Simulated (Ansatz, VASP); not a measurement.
**Mo: VASP beside Ansatz**

INCAR

```
SYSTEM = Mo
PREC     = Accurate       ! precision mode
ENCUT    = 520            ! plane-wave cutoff, eV
EDIFF    = 1E-6           ! SCF threshold, eV
ISMEAR   = 0              ! smearing method
SIGMA    = 0.15           ! smearing width, eV
LREAL    = .FALSE.        ! projectors in reciprocal space
LASPH    = .TRUE.         ! aspherical terms in the spheres
NELM     = 60             ! most SCF steps
ALGO     = Fast           ! electronic algorithm
ISIF     = 2              ! what is computed and relaxed
LWAVE    = .FALSE.        ! write WAVECAR
LCHARG   = .FALSE.        ! write CHGCAR
GGA      = PE             ! functional
NBANDS   = 13             ! bands
```

Contents of KPOINTS:

```
Automatic mesh
0
G
  21 21 18
  0 0 0
```

POSCAR

```
Mo
1.0
    2.6534450853      0.0000000000      0.0000000000
   -1.3267225426      2.2979508514      0.0000000000
    0.0000000000      0.0000000000      2.4785252790
Mo
1
Direct
    0.0000000000      0.0000000000      0.5000000000
```

Input for Ansatz:

```yaml
crystal:
  lattice:
    - [2.6534450853, 0.0, 0.0]
    - [-1.3267225426, 2.2979508514, 0.0]
    - [0.0, 0.0, 2.478525279]
  atoms:
    - { symbol: Mo, position: [0.0, 0.0, 0.5] }
basis:
  ecutwfc: 420
kpoints:
  mp_grid: { grid: [21, 21, 18] }
hamiltonian:
  xc: pbe
scf:
  occupations: { method: gaussian, width: 0.15 }
output:
  forces: true
  stress: true
  eigenvalues: true
```

Change from the starting cell: strain -0.030 along x and y, -0.030 along z, atoms carried along.

Alike in both runs: task single point; functional PBE; k mesh 21 × 21 × 18; occupations gaussian, width 0.15 eV; no spin polarisation.

```csv
,VASP,Ansatz
version,VASP 6.6.1,Ansatz 0.2.0
potentials or method,"VASP PAW PBE potentials, release 64 (Mo_sv)","scalar-relativistic, plane waves, PAW"
plane-wave cutoff (eV),520,420
valence electrons in the cell,14,14
```

Ansatz gave:

| Quantity | Value |
| --- | --- |
| gap on the k mesh at the Fermi level (eV) | none |
| pressure (GPa) | 27.7 |
| largest component of the traceless stress (GPa) | 7.23 |

Question: Estimate VASP's values.

Answer: gap on the k mesh at the Fermi level (eV): none; pressure (GPa): 28.5; largest component of the traceless stress (GPa): 7.02.

A gap of «none» marks a metal or a gap that the smearing closes.

Caveats: so large a pressure means that the cell lies far from this level's equilibrium, or that cutoff or potentials fall short (VASP).
